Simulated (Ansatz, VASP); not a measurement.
**PbO2 in VASP and in Ansatz**

INCAR

```
SYSTEM = PbO2
PREC = Accurate ; ENCUT = 520
EDIFF = 1E-7 ; ISMEAR = -1
SIGMA = 0.05 ; LREAL = .False.
LASPH = .True. ; NELM = 60
ALGO = Normal ; ISIF = 2
LWAVE = .False. ; LCHARG = .False.
GGA = PE ; NBANDS = 20
```

Contents of KPOINTS:

```
regular mesh
0
Gamma
  9 9 9
  0 0 0
```

POSCAR

```
PbO2
1.0
    0.0000000000      2.7198865082      2.7198865082
    2.7198865082      0.0000000000      2.7198865082
    2.7198865082      2.7198865082      0.0000000000
Pb O
1 2
Direct
    0.0000000000      0.0000000000      0.0000000000
    0.7500000000      0.7500000000      0.7500000000
    0.2500000000      0.2500000000      0.2500000000
```

input.yaml

```yaml
crystal:
  lattice:
    - [0.0, 2.7198865082, 2.7198865082]
    - [2.7198865082, 0.0, 2.7198865082]
    - [2.7198865082, 2.7198865082, 0.0]
  atoms:
    - { symbol: Pb, position: [0.0, 0.0, 0.0] }
    - { symbol: O, position: [0.75, 0.75, 0.75] }
    - { symbol: O, position: [0.25, 0.25, 0.25] }
hamiltonian:
  xc: pbe
  pseudopotentials: { kind: paw }
kpoints:
  mp_grid: { grid: [9, 9, 9] }
scf:
  occupations: { method: fermi_dirac, width: 0.05 }
output:
  forces: true
  stress: true
  eigenvalues: true
  write_density: true
  write_potential: true
  elf: true
  volumetric_format: npy
```

Change from the starting cell: volume scaled by 1.02.

Alike in both runs: task single point; functional PBE; k mesh 9 × 9 × 9; occupations fermi-dirac, width 0.05 eV; no spin polarisation.

|  | VASP | Ansatz |
| --- | --- | --- |
| version | VASP 6.6.1 | Ansatz 0.2.0 |
| potentials or method | VASP PAW PBE potentials, release 64 (Pb_d, O) | Ansatz PAW |
| plane-wave cutoff (eV) | 520 | 420 |
| valence electrons in the cell | 26 | 26 |

Ansatz gave:

* gap on the k mesh at the Fermi level (eV): none
* pressure (GPa): -2.2

**Question.** What did VASP give for the same quantities?

**Answer.** gap on the k mesh at the Fermi level (eV): none; pressure (GPa): -2.0.

A gap of «none» marks a metal or a gap that the smearing closes.

Caveats: the pressure holds a Pulay correction of +0.6 GPa for the finite cutoff (Ansatz). Spin-orbit coupling is left out, which matters for the levels of Pb.
